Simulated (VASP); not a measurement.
Set up this calculation in VASP 6.6.1, as the native input.

| Property | Result |
| --- | --- |
| Task | density of states |
| Functional | LAK |
| Potentials or basis | VASP PAW PBE potentials, release 64 (Se, Li_sv) |
| Cutoff | 520 eV |
| k mesh | 8 × 8 × 8 |
| Occupations | tetrahedron |
| Spin | no spin polarisation |
| Further INCAR settings | ALGO = Normal; EDIFF = 1e-07; NBANDS = 13 |

The structure of Li2Se lies in POSCAR:

```
Li2Se
1.0
    0.0000000000      3.1456878834      3.1456878834
    3.1456878834      0.0000000000      3.1456878834
    3.1456878834      3.1456878834      0.0000000000
Se Li
1 2
Direct
    0.0000000000      0.0000000000      0.0000000000
    0.7500000000      0.7500000000      0.7500000000
    0.2500000000      0.2500000000      0.2500000000
```

The cell isn't the ideal one: volume scaled by 1.15.

One way to write it, as run:

INCAR

```
SYSTEM = Li2Se
ALGO = Normal ; EDIFF = 1E-7
ENCUT = 520 ; ISIF = 2
ISMEAR = -5 ; LASPH = .True.
LCHARG = .False. ; LMIXTAU = .True.
LORBIT = 11 ; LREAL = .False.
LWAVE = .False. ; METAGGA = LAK
NBANDS = 13 ; NEDOS = 2001
NELM = 60 ; PREC = Accurate
SIGMA = 0.05
```

KPOINTS

```
k-points
0
Gamma
  8 8 8
  0 0 0
```

Potentials or basis: VASP PAW PBE potentials, release 64 (Se, Li_sv).

The run is started by

```sh
$ cat potpaw_PBE.64/Se/POTCAR potpaw_PBE.64/Li_sv/POTCAR > POTCAR
$ mpirun -np 1 vasp_std > vasp.out
```

Results of the run:

```yaml
Band_gap_on_the_k_mesh: 3.83 eV, indirect (least direct gap 3.98 eV)
Valence_electrons_inside_the_program's_atomic_spheres: Se 3.90; Li 2.02
```

Run time: 7 min on 1 thread of Intel(R) Xeon(R) Platinum 8259CL CPU @ 2.50GHz (Skylake/Cascade Lake), on a shared host, peak memory 0.22 GiB.
